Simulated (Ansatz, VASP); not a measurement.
# CdSe in VASP and in Ansatz

```
Cd Se
1.0
     0.00000    2.97281    2.97281
     2.97281    0.00000    2.97281
     2.97281    2.97281    0.00000
Cd Se
1 1
Direct
  0.00000 0.00000 0.00000
  0.75000 0.75000 0.75000
```

Alike in both runs: functional LDA; k mesh 6 × 6 × 6; no spin polarisation.

Ansatz relaxed the structure, and its values are those at the end. VASP's run is a single point on that final structure, the one shown.

```csv
,VASP,Ansatz
version,VASP 6.6.1,Ansatz 0.2.0
potentials or method,"VASP PAW LDA potentials, release 64 (Cd, Se)","PAW with Ansatz's default frozen-core files, scalar-relativistic"
plane-wave cutoff (eV),520,420
occupations,"gaussian, width 0.01 eV",fixed
valence electrons in the cell,18,36
```

|  | VASP | Ansatz | Ansatz less VASP |
| --- | --- | --- | --- |
| pressure (GPa) | 2.5 | 2.0 | -0.57 |

The two sets of potentials don't hold the same shells in valence.
